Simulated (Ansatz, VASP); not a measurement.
## KCl (Sylvite) in VASP and in Ansatz

File INCAR:

```
PREC     = Accurate       # precision mode
ENCUT    = 520            # plane-wave cutoff, eV
EDIFF    = 1E-7           # SCF threshold, eV
ISMEAR   = -1             # smearing method
SIGMA    = 0.05           # smearing width, eV
LREAL    = F              # projectors in reciprocal space
LASPH    = T              # aspherical terms in the spheres
NELM     = 60             # most SCF steps
ALGO     = Normal         # electronic algorithm
ISIF     = 2              # what is computed and relaxed
LWAVE    = F              # write WAVECAR
LCHARG   = F              # write CHGCAR
GGA      = PE             # functional
NBANDS   = 15             # bands
```

Contents of KPOINTS:

```
regular mesh
0
Gamma
  7 7 7
```

Contents of POSCAR:

```
KCl
1.0
    0.0000000000      3.1878756693      3.1878756693
    3.1878756693      0.0000000000      3.1878756693
    3.1878756693      3.1878756693      0.0000000000
K Cl
1 1
Direct
    0.0000000000      0.0000000000      0.0000000000
    0.5000000000      0.5000000000      0.5000000000
```

input.yaml

```yaml
crystal:
  lattice:
    - [0.0, 3.1878756693, 3.1878756693]
    - [3.1878756693, 0.0, 3.1878756693]
    - [3.1878756693, 3.1878756693, 0.0]
  atoms:
    - { symbol: K, position: [0.0, 0.0, 0.0] }
    - { symbol: Cl, position: [0.5, 0.5, 0.5] }
hamiltonian:
  xc: pbe
  pseudopotentials: { kind: paw }
kpoints:
  mp_grid: { grid: [7, 7, 7] }
scf:
  occupations: { method: fermi_dirac, width: 0.05 }
output:
  forces: true
  stress: true
  eigenvalues: true
```

Change from the starting cell: volume scaled by 1.04.

Alike in both runs: task single point; functional PBE; k mesh 7 × 7 × 7; occupations fermi-dirac, width 0.05 eV; no spin polarisation.

```csv
,VASP,Ansatz
version,VASP 6.6.1,Ansatz 0.2.0
potentials or method,"VASP PAW PBE potentials, release 64 (K_sv, Cl)",Ansatz PAW
plane-wave cutoff (eV),520,420
valence electrons in the cell,16,16
```

VASP gave:

```
gap on the k mesh at the Fermi level (eV) : 5.05
least direct gap on the mesh (eV)         : 5.05
pressure (GPa)                            : 0.1
```

Question: Estimate Ansatz's values.

Answer: gap on the k mesh at the Fermi level (eV): 5.06; least direct gap on the mesh (eV): 5.06; pressure (GPa): 0.0.

The functional is the same, so the differences come from potentials, cutoffs and numerics.

Caveats: an odd mesh through Γ misses points on the zone boundary, where band edges often lie (VASP); odd divisions of the mesh miss points on the zone boundary, where band edges often lie, so the gap on the mesh can be too wide (Ansatz).
